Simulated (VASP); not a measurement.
# Zn2Ga2O3 (P6/mmm) in VASP: notebook

One crystal, Zn2Ga2O3, is run at these levels: PBE; tasks: relaxation of cell and atoms.

All numbers are computed with VASP 6.6.1; they aren't measurements. Logs are shortened: lines on timing, memory, paths and dates and some standing lists are left out, and cuts for length are marked.

**1. The crystal as given**

It takes space group P6/mmm (No. 191, hexagonal). Conventional cell: a = 3.994 Å, b = 3.994 Å, c = 6.583 Å, α = 90.00°, β = 90.00°, γ = 120.00°. Zn (site symmetry 6mm) has 1 Zn at 2.60 Å and 6 Ga at 2.65 Å and 6 O at 2.82 Å as nearest neighbours. Around Ga (site symmetry -6m2) lie 3 Ga at 2.31 Å and 6 Zn at 2.65 Å. O (site symmetry mmm) has 4 O at 2.00 Å as nearest neighbours.

The cell was built by a generator and needn't be a form met in nature.

**2. Relaxation of cell and atoms, PBE**

File INCAR:

```
PREC = Normal
ENCUT = 520
EDIFF = 1E-4
ISMEAR = 0
SIGMA = 0.15
LREAL = False
LASPH = True
NELM = 60
ALGO = Fast
ISIF = 3
LWAVE = False
LCHARG = False
GGA = PE
IBRION = 2
NSW = 24
EDIFFG = -0.08
```

File KPOINTS:

```
Automatic mesh
0
Gamma
  4 4 2
```

File POSCAR:

```
Zn2Ga2O3
1.0
    3.9940519900      0.0000000000      0.0000000000
   -1.9970259900      3.4589504800      0.0000000000
    0.0000000000      0.0000000000      6.5825970400
Zn Ga O
2 2 3
Direct
    0.0000000000      0.0000000000      0.3025410900
    0.0000000000      0.0000000000      0.6974589100
    0.3333333300      0.6666666700      0.5000000000
    0.6666666700      0.3333333300      0.5000000000
    0.5000000000      0.0000000000      0.0000000000
    0.0000000000      0.5000000000      0.0000000000
    0.5000000000      0.5000000000      0.0000000000
```

Potentials or basis: VASP PAW PBE potentials, release 64 (Zn, Ga_d, O).

Launch:

```sh
cat potpaw_PBE.64/Zn/POTCAR potpaw_PBE.64/Ga_d/POTCAR potpaw_PBE.64/O/POTCAR > POTCAR
mpirun -np 1 vasp_std > vasp.out
```

OUTCAR:

```text
PREC = Normal
   ENCUT = 520
   EDIFF = 1E-4
   ISMEAR = 0
   LREAL = False
   LASPH = True
   NELM = 60
   ISIF = 3
   GGA = PE
   IBRION = 2
   NSW = 24
   EDIFFG = -0.08

 ion  position               nearest neighbor table
   1  0.000  0.000  0.303-   2 2.60   3 2.65   4 2.65   3 2.65   4 2.65   4 2.65   3 2.65
   2  0.000  0.000  0.697-   1 2.60   3 2.65   4 2.65   3 2.65   4 2.65   4 2.65   3 2.65
   3  0.333  0.667  0.500-   4 2.31   4 2.31   4 2.31   1 2.65   2 2.65   2 2.65   1 2.65   2 2.65
                             1 2.65
   4  0.667  0.333  0.500-   3 2.31   3 2.31   3 2.31   1 2.65   2 2.65   1 2.65   2 2.65   1 2.65
                             2 2.65
   5  0.500  0.000  0.000-
   6  0.000  0.500  0.000-
   7  0.500  0.500  0.000-

  LATTYP: Found a hexagonal cell.
 ALAT       =     3.9940519900
 C/A-ratio  =     1.6480999888

  Lattice vectors:

 A1 = (   3.9940519900,   0.0000000000,   0.0000000000)
 A2 = (  -1.9970259900,   3.4589504800,   0.0000000000)
 A3 = (   0.0000000000,   0.0000000000,   6.5825970400)

Analysis of symmetry for initial positions (statically):
=====================================================================
 Subroutine PRICEL returns:
 Original cell was already a primitive cell.

 Routine SETGRP: Setting up the symmetry group for a
 hexagonal supercell.

 Subroutine GETGRP returns: Found 24 space group operations
 (whereof 24 operations were pure point group operations)
 out of a pool of 24 trial point group operations.

The static configuration has the point symmetry D_6h.

Analysis of symmetry for dynamics (positions and initial velocities):
=====================================================================
 Subroutine PRICEL returns:
 Original cell was already a primitive cell.

 Routine SETGRP: Setting up the symmetry group for a
 hexagonal supercell.

 Subroutine GETGRP returns: Found 24 space group operations
 (whereof 24 operations were pure point group operations)
 out of a pool of 24 trial point group operations.

The dynamic configuration has the point symmetry D_6h.

 Subroutine INISYM returns: Found 24 space group operations
 (whereof 24 operations are pure point group operations),
 and found     1 'primitive' translations

----------------------------------------------------------------------------------------

                                     Primitive cell

  volume of cell :      90.9401

  direct lattice vectors                    reciprocal lattice vectors
     3.994051990  0.000000000  0.000000000     0.250372304  0.144552517  0.000000000
    -1.997025990  3.458950480  0.000000000     0.000000000  0.289105035  0.000000000
     0.000000000  0.000000000  6.582597040     0.000000000  0.000000000  0.151915725

  length of vectors
     3.994051990  3.994051981  6.582597040     0.289105034  0.289105035  0.151915725

  position of ions in fractional coordinates (direct lattice)
     0.000000000  0.000000000  0.302541090
     0.000000000  0.000000000  0.697458910
     0.333333330  0.666666670  0.500000000
     0.666666670  0.333333330  0.500000000
     0.500000000  0.000000000  0.000000000
     0.000000000  0.500000000  0.000000000
     0.500000000  0.500000000  0.000000000

  ion indices of the primitive-cell ions
   primitive index   ion index
                 1           1
                 2           2
                 3           3
                 4           4
                 5           5
                 6           6
                 7           7

----------------------------------------------------------------------------------------

 KPOINTS: Automatic mesh

Automatic generation of k-mesh.
 Grid dimensions read from file:
 generate k-points for:    4    4    2

 Generating k-lattice:

  Cartesian coordinates                     Fractional coordinates (reciprocal lattice)
     0.062593076  0.036138129  0.000000000     0.250000000  0.000000000  0.000000000
     0.000000000  0.072276259  0.000000000     0.000000000  0.250000000  0.000000000
[... 46 lines left out ...]
   LRPA    =     F    only Hartree local field effects (RPA)
 conjugate gradient relaxation of ions
 non-spin polarized calculation
 RMM-DIIS sequential band-by-band and
 Gauss-broadening in eV      SIGMA  =   0.15
  energy-cutoff  :      520.00
  volume of cell :       90.94
 maximum number of plane-waves:      2472
   NGX = 15   NGY = 15   NGZ = 25

--------------------------------------- Ionic step        1  -------------------------------------------

 number of electron      68.0000107 magnetization

 Free energy of the ion-electron system (eV)
  ---------------------------------------------------
  ext. energy  EPLUGINS =         0.00000000
  ---------------------------------------------------
  free energy    TOTEN  =       -17.61390556 eV

  energy without entropy =      -17.58708153  energy(sigma->0) =      -17.60049355

------------------------ aborting loop because EDIFF is reached ----------------------------------------

  FORCE on cell =-STRESS in cart. coord.  units (eV):
  Direction    XX          YY          ZZ          XY          YZ          ZX
  --------------------------------------------------------------------------------------
  -------------------------------------------------------------------------------------
  Total        5.8545383      5.8545382      2.9081239      0.0000000      0.0000000     -0.0000000
  in kB      103.1449340    103.1449335     51.2351672      0.0000001      0.0000000     -0.0000000
  external PRESSURE =      85.8416782 kB  Pullay stress =       0.0000000 kB
[... 104 lines left out ...]
  FREE ENERGIE OF THE ION-ELECTRON SYSTEM (eV)
  ---------------------------------------------------
  free  energy   TOTEN  =       -18.3425249383 eV

  energy  without entropy=      -18.2769836820  energy(sigma->0) =      -18.30975431

 E-fermi :   4.2054     XC(G=0): -11.4769

 val. band max:        4.1693766470   @ k =   0.2500   0.0000   0.0000
 cond. band min:       4.2400325836   @ k =   0.2500   0.2500   0.5000
 fundamental gap:      0.0706559366
 Fermi energy:         4.2054324397

 k-point     1 :       0.0000    0.0000    0.0000
  band No.  band energies     occupation
      1     -16.6459      2.00000
      2     -11.9858      2.00000
      3     -11.9858      2.00000
      4     -11.2020      2.00000
      5     -11.0106      2.00000
      6     -11.0106      2.00000
[... 333 lines left out ...]
     39       7.6688      0.00000
     40       9.7196      0.00000

[... ionic steps 4 to 11 ...]

--------------------------------------- Ionic step       12  -------------------------------------------

 number of electron      67.9999805 magnetization

------------------------ aborting loop because EDIFF is reached ----------------------------------------

  FORCE on cell =-STRESS in cart. coord.  units (eV):
  Direction    XX          YY          ZZ          XY          YZ          ZX
  --------------------------------------------------------------------------------------
  -------------------------------------------------------------------------------------
  Total       -0.0012140     -0.0012140     -0.5529953     -0.0000000      0.0000000     -0.0000000
  in kB       -0.0202391     -0.0202391     -9.2189588     -0.0000000      0.0000000     -0.0000000
  external PRESSURE =      -3.0864790 kB  Pullay stress =       0.0000000 kB
[... 67 lines left out ...]
  energy  without entropy=      -19.4464919584  energy(sigma->0) =      -19.49196611

--------------------------------------- Ionic step       14  -------------------------------------------

 number of electron      67.9999820 magnetization

 Free energy of the ion-electron system (eV)
  ---------------------------------------------------
  ext. energy  EPLUGINS =         0.00000000
  ---------------------------------------------------
  free energy    TOTEN  =       -19.53992262 eV

  energy without entropy =      -19.45039015  energy(sigma->0) =      -19.49515639

 E-fermi :   3.3567     XC(G=0): -11.0396

 val. band max:        3.3472820059   @ k =   0.2500   0.0000   0.5000
 cond. band min:       3.3761424968   @ k =   0.5000   0.0000   0.5000
 fundamental gap:      0.0288604909
 Fermi energy:         3.3566613266

 k-point     1 :       0.0000    0.0000    0.0000
  band No.  band energies     occupation
      1     -16.5222      2.00000
      2     -12.6542      2.00000
      3     -12.6542      2.00000
      4     -11.8333      2.00000
      5     -11.6870      2.00000
      6     -11.6870      2.00000
[... 367 lines left out ...]
  FREE ENERGIE OF THE ION-ELECTRON SYSTEM (eV)
  ---------------------------------------------------
  free  energy   TOTEN  =       -19.5399226220 eV

  energy  without entropy=      -19.4503901487  energy(sigma->0) =      -19.49515639

 reached required accuracy - stopping structural energy minimisation
```

It took 2 min on 1 thread of Intel Xeon Platinum 8488C (Sapphire Rapids), shared host; peak memory 0.18 GiB.

What came out:

| Item | Value |
| --- | --- |
| Free energy | -19.5399 eV |
| Relaxed volume | 13.74 Å³/atom |
| Relaxed cell | a = 4.177 Å, b = 4.177 Å, c = 6.363 Å, α = 90.00°, β = 90.00°, γ = 120.00° |
| Space group after relaxing (to 0.05 Å) | P6/mmm (No. 191) |
| Energy gained by relaxing | 275.1 meV/atom |
| Ionic steps | 14 |
| Pressure after relaxing | 0.0 GPa |
| Largest force after relaxing | 0.064 eV/Å |
| Band gap on the k mesh | none (metal or under the smearing width) |

Forces in eV/Å, atoms in the order of the input:
```
Zn   0.000  0.000 -0.064
Zn   0.000  0.000  0.064
Ga   0.000  0.000  0.000
Ga   0.000  0.000  0.000
O    0.000  0.000  0.000
O    0.000  0.000  0.000
O    0.000  0.000  0.000
```

The path:
```
step  energy change (eV)  largest force (eV/Å)  pressure (GPa)  volume (Å³)
   1              0.0000                2.6825            8.58        90.94
   2             -0.6876                1.5395           -2.75       100.40
   3             -0.7286                1.3231           -5.22       103.79
   4             -1.1338                1.1918           -3.83        99.81
   5             -1.7081                0.1728            7.53        88.48
   6             -1.7097                0.7197            3.59        91.01
   7             -1.7260                0.4942            5.34        89.84
   8             -1.8659                0.4476            4.17        92.35
   9             -1.8682                0.2891            4.22        92.09
  10             -1.9206                0.2061           -1.00        96.94
  11             -1.9235                0.0982            0.43        95.88
  12             -1.9235                0.1436           -0.31        96.11
  13             -1.9235                0.1109            0.30        95.98
  14             -1.9260                0.0642            0.03        96.15
```

Final structure:
```cif
data_structure
_symmetry_space_group_name_H-M 'P 1'
_symmetry_Int_Tables_number 1
_cell_length_a 4.1772
_cell_length_b 4.1772
_cell_length_c 6.3629
_cell_angle_alpha 90.000
_cell_angle_beta 90.000
_cell_angle_gamma 120.000
_cell_volume 96.15
loop_
_atom_site_label
_atom_site_type_symbol
_atom_site_fract_x
_atom_site_fract_y
_atom_site_fract_z
_atom_site_occupancy
Zn1 Zn 0.00000 0.00000 0.19661 1
Zn2 Zn 0.00000 0.00000 0.80339 1
Ga1 Ga 0.33333 0.66667 0.50000 1
Ga2 Ga 0.66667 0.33333 0.50000 1
O1 O 0.50000 0.00000 0.00000 1
O2 O 0.00000 0.50000 0.00000 1
O3 O 0.50000 0.50000 0.00000 1
```

Caveat: the k mesh is coarse (spacing up to 0.48 Å⁻¹), so the values aren't converged; the relaxation stopped at a loose force limit of 0.08 eV/Å, so its end isn't a converged minimum.

**3. Relaxation of cell and atoms, PBE**

This run uses another cell than the first one, of the same volume but with other edges.

INCAR is that of step 2.

File KPOINTS:

```
Automatic mesh
0
Gamma
  4 4 3
```

File POSCAR:

```
Zn2Ga2O3
1.0
    4.1965673500      0.0000000000      0.0000000000
   -2.0982836800      3.6343339400      0.0000000000
    0.0000000000      0.0000000000      5.9721481100
Zn Ga O
2 2 3
Direct
    0.0000000000      0.0000000000      0.5000000000
    0.0000000000      0.0000000000      0.0000000000
    0.3333333300      0.6666666700      0.5000000000
    0.6666666700      0.3333333300      0.5000000000
    0.5276987800      0.0000000000      0.0000000000
    0.0000000000      0.5276987800      0.0000000000
    0.4723012200      0.4723012200      0.0000000000
```

Potentials or basis: VASP PAW PBE potentials, release 64 (Zn, Ga_d, O).

Launch:

```sh
cat potpaw_PBE.64/Zn/POTCAR potpaw_PBE.64/Ga_d/POTCAR potpaw_PBE.64/O/POTCAR > POTCAR
mpirun -np 1 vasp_std > vasp.out
```

Run time: 2.1 min. Hardware: 1 thread of Intel Xeon Platinum 8488C (Sapphire Rapids), shared host; peak memory 0.17 GiB.

It converged, with:

- Free energy: -22.1258 eV
- Relaxed volume: 13.33 Å³/atom
- Relaxed cell: a = 4.832 Å, b = 4.832 Å, c = 4.615 Å, α = 90.00°, β = 90.00°, γ = 120.00°
- Space group after relaxing (to 0.05 Å): P-62m (No. 189)
- Energy gained by relaxing: 387.6 meV/atom
- Ionic steps: 13
- Pressure after relaxing: -0.3 GPa
- Largest force after relaxing: 0.028 eV/Å
- Band gap on the k mesh: none (metal or under the smearing width)

Forces on the atoms (eV/Å):
```
Zn   0.000  0.000  0.000
Zn   0.000  0.000  0.000
Ga   0.000  0.000  0.000
Ga   0.000  0.000  0.000
O   -0.028  0.000  0.000
O    0.014 -0.024  0.000
O    0.014  0.024  0.000
```

Stress tensor (GPa, compression positive):
```
-0.39  0.00  0.00
 0.00 -0.39  0.00
 0.00  0.00 -0.19
```

Step by step:
```
step  energy change (eV)  largest force (eV/Å)  pressure (GPa)  volume (Å³)
   1              0.0000                0.5922           15.28        91.09
   2             -1.1038                0.9131           -7.06       107.88
   3             -1.1435                0.8510           -4.33       104.40
   4             -1.5381                0.8797           -3.70       100.57
   5             -2.4435                0.6992            2.18        88.59
   6             -2.3563                0.5728            9.00        83.15
   7             -2.4755                0.7055            3.94        86.68
   8             -2.4735                0.6859            4.72        86.00
   9             -2.6548                0.3810            1.83        89.85
  10             -2.6698                0.2683            1.47        90.94
  11             -2.6510                0.0537            0.97        93.09
  12             -2.6722                0.2258            1.18        91.36
  13             -2.7134                0.0277           -0.32        93.34
```

Final structure:
```xyz
7
Lattice="4.8323 0.0000 0.0000 -2.4161 4.1849 0.0000 0.0000 0.0000 4.6155" Properties=species:S:1:pos:R:3 pbc="T T T"
Zn    0.0000    0.0000    2.3077
Zn    0.0000    0.0000    4.6155
Ga    0.0000    2.7899    2.3077
Ga    2.4161    1.3950    2.3077
O     2.9475    0.0000    4.6155
O     3.3585    2.5526    0.0000
O     0.9424    1.6323    0.0000
```

Levels at points of the mesh, in eV from the Fermi level:
```
           k point  band 31  band 32  band 33  band 34  band 35  band 36  band 37  band 38
(0.00, 0.00, 0.00)    -1.21     0.62     0.62     1.12     1.54     1.54     2.13     2.13
(0.50, 0.00, 0.00)    -1.30    -1.07    -0.67    -0.61    -0.20     0.46     3.07     6.10
```

Caveat: the k mesh is coarse (spacing up to 0.43 Å⁻¹), so the values aren't converged; the relaxation stopped at a loose force limit of 0.08 eV/Å, so its end isn't a converged minimum.

**4. Relaxation of cell and atoms, PBE**

This run uses another cell than the first one, of 16.27 Å³/atom, 1.252 times its volume.

INCAR is that of step 3.

File KPOINTS:

```
Automatic mesh
0
Gamma
  3 3 3
```

File POSCAR:

```
Zn2Ga2O3
1.0
    5.2990780500      0.0000000000      0.0000000000
   -2.6495390300      4.5891362100      0.0000000000
    0.0000000000      0.0000000000      4.6820000400
Zn Ga O
2 2 3
Direct
    0.0000000000      0.0000000000      0.0000000000
    0.0000000000      0.0000000000      0.5000000000
    0.3333333300      0.6666666700      0.3915884100
    0.6666666700      0.3333333300      0.6084115900
    0.5000000000      0.0000000000      0.0000000000
    0.0000000000      0.5000000000      0.0000000000
    0.5000000000      0.5000000000      0.0000000000
```

Launch:

```sh
cat potpaw_PBE.64/Zn/POTCAR potpaw_PBE.64/Ga_d/POTCAR potpaw_PBE.64/O/POTCAR > POTCAR
mpirun -np 1 vasp_std > vasp.out
```

It took 5.1 min on 1 thread of Intel Xeon Platinum 8488C (Sapphire Rapids), shared host; peak memory 0.18 GiB.

It converged, with:

- Free energy: -27.7724 eV
- Relaxed volume: 22.54 Å³/atom
- Relaxed cell: a = 6.155 Å, b = 6.155 Å, c = 4.809 Å, α = 90.00°, β = 90.00°, γ = 120.00°
- Space group after relaxing (to 0.05 Å): P-3m1 (No. 164)
- Energy gained by relaxing: 951.5 meV/atom
- Ionic steps: 21
- Pressure after relaxing: -0.3 GPa
- Largest force after relaxing: 0.077 eV/Å
- Band gap on the k mesh: none (metal or under the smearing width)

Forces on the atoms (eV/Å):
```
Zn   0.000  0.000  0.000
Zn   0.000  0.000  0.000
Ga   0.000  0.000 -0.077
Ga   0.000  0.000  0.077
O    0.000  0.000  0.000
O    0.000  0.000  0.000
O    0.000  0.000  0.000
```

Stress tensor (GPa, compression positive):
```
-0.23  0.00  0.00
 0.00 -0.23  0.00
 0.00  0.00 -0.35
```

Step by step:
```csv
step,energy change (eV),largest force (eV/Å),pressure (GPa),volume (Å³)
1,0.0000,2.3005,-8.43,113.86
2,-1.1354,2.4000,-3.05,100.31
3,-1.5589,2.0547,5.60,90.45
4,-2.3383,1.4030,7.18,91.57
5,-2.7402,0.2683,12.99,92.65
6,-3.2728,0.0719,5.18,103.08
7,-3.4278,0.3621,1.20,111.78
8,-3.4414,0.5126,-0.18,114.90
9,-3.5262,0.5345,0.26,116.41
10,-3.8548,0.9304,1.55,120.60
11,-4.8081,0.7587,3.14,128.69
12,-6.3150,0.9063,1.04,143.38
13,-6.2737,0.7613,-0.75,147.42
14,-6.3378,0.9292,0.27,144.85
15,-6.4194,0.6835,-0.32,148.31
16,-6.4450,0.5562,-1.15,150.76
17,-6.5793,0.2512,0.60,150.57
18,-6.6138,0.0748,1.70,150.43
19,-6.6185,0.0257,1.88,150.36
20,-6.6529,0.0573,0.87,154.06
21,-6.6606,0.0775,-0.27,157.78
```

Final structure:
```yaml
crystal:
  lattice:
    - [6.15491, 0.00000, 0.00000]
    - [-3.07746, 5.33031, 0.00000]
    - [0.00000, 0.00000, 4.80921]
  atoms:
    - { symbol: Zn, position: [0.00000, 0.00000, 0.00000] }
    - { symbol: Zn, position: [0.00000, 0.00000, 0.50000] }
    - { symbol: Ga, position: [0.33333, 0.66667, 0.03628] }
    - { symbol: Ga, position: [0.66667, 0.33333, 0.96372] }
    - { symbol: O, position: [0.50000, 0.00000, 0.00000] }
    - { symbol: O, position: [0.00000, 0.50000, 0.00000] }
    - { symbol: O, position: [0.50000, 0.50000, 0.00000] }
```

Levels at points of the mesh, in eV from the Fermi level:
```csv
k point,band 30,band 31,band 32,band 33,band 34,band 35,band 36,band 37,band 38,band 39
"(0.00, 0.00, 0.00)",-3.59,-3.32,-3.32,-2.98,-0.66,0.74,2.01,2.03,2.03,3.26
```

Caveat: the k mesh is coarse (spacing up to 0.46 Å⁻¹), so the values aren't converged; the volume moved by over 15 % at a fixed basis, so the end points are rough; the relaxation stopped at a loose force limit of 0.08 eV/Å, so its end isn't a converged minimum.

**5. Summary**

| k mesh | gap on the mesh (eV) | pressure (GPa) | relaxed volume (Å³/atom) | largest force (eV/Å) |
| --- | --- | --- | --- | --- |
| 4 × 4 × 2 | none | 0.0 | 13.74 | 0.06 |
| 4 × 4 × 3 | none | -0.3 | 13.33 | 0.03 |
| 3 × 3 × 3 | none | -0.3 | 22.54 | 0.08 |

Alike in all rows: task relaxation of cell and atoms; level PBE; potentials or basis VASP PAW PBE potentials, release 64 (Zn, Ga_d, O); no spin polarisation; cell relaxed; cutoff (eV) 520; smearing gaussian 0.15 eV; the mesh is coarse, so values aren't converged.

Caveats: all runs use coarse meshes; the relaxation stopped at a loose force limit of 0.08 eV/Å, so its end isn't a converged minimum; the volume moved by over 15 % at a fixed basis, so the end points are rough (some runs).

Total energies depend on the potentials used, so only differences within one code and one set of settings carry meaning.
